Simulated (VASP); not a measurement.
A run of VASP 6.6.1 is set up as follows.

INCAR

```
PREC = Accurate
ENCUT = 600
EDIFF = 1E-7
ISMEAR = 0
SIGMA = 0.05
LREAL = Auto
LASPH = True
NELM = 120
ALGO = Fast
ISIF = 2
LWAVE = False
LCHARG = False
GGA = PE
NBANDS = 154
```

Contents of KPOINTS:

```
Automatic mesh
0
Gamma
  4 4 2
```

The input POSCAR:

```
ZnO
1.0
    6.4986160000      0.0000000000      0.0000000000
   -3.2493080000      5.6279665454      0.0000000000
    0.0000000000      0.0000000000     10.4114180000
Zn O
16 16
Direct
    0.3333333334      0.1666666666      0.0000000000
    0.3333333334      0.1666666666      0.5000000000
    0.3333333334      0.6666666666      0.0000000000
    0.3333333334      0.6666666666      0.5000000000
    0.8333333333      0.1666666666      0.0000000000
    0.8333333333      0.1666666666      0.5000000000
    0.8333333333      0.6666666666      0.0000000000
    0.8333333333      0.6666666666      0.5000000000
    0.1666666666      0.3333333334      0.2500000000
    0.1666666666      0.3333333334      0.7500000000
    0.1666666666      0.8333333333      0.2500000000
    0.1666666666      0.8333333333      0.7500000000
    0.6666666666      0.3333333334      0.2500000000
    0.6666666666      0.3333333334      0.7500000000
    0.6666666666      0.8333333333      0.2500000000
    0.6666666666      0.8333333333      0.7500000000
    0.1666666666      0.3333333334      0.4395050000
    0.1666666666      0.3333333334      0.9395050000
    0.1666666666      0.8333333333      0.4395050000
    0.1666666666      0.8333333333      0.9395050000
    0.6666666666      0.3333333334      0.4395050000
    0.6666666666      0.3333333334      0.9395050000
    0.6666666666      0.8333333333      0.4395050000
    0.6666666666      0.8333333333      0.9395050000
    0.3333333334      0.1666666666      0.1895050000
    0.3333333334      0.1666666666      0.6895050000
    0.3333333334      0.6666666666      0.1895050000
    0.3333333334      0.6666666666      0.6895050000
    0.8333333333      0.1666666666      0.1895050000
    0.8333333333      0.1666666666      0.6895050000
    0.8333333333      0.6666666666      0.1895050000
    0.8333333333      0.6666666666      0.6895050000
```

Potentials or basis: VASP PAW PBE potentials, release 64 (Zn, O).

The run is started by

```console
$ cat potpaw_PBE.64/Zn/POTCAR potpaw_PBE.64/O/POTCAR > POTCAR
$ mpirun -np 1 vasp_std > vasp.out
```

(1) What does it give for the largest force?

(2) What does it give for the pressure?

(3) Estimate the band gap on the k mesh.

## Answers

(1) 0.076 eV/Å.

(2) 5.8 GPa.

(3) 0.79 eV.
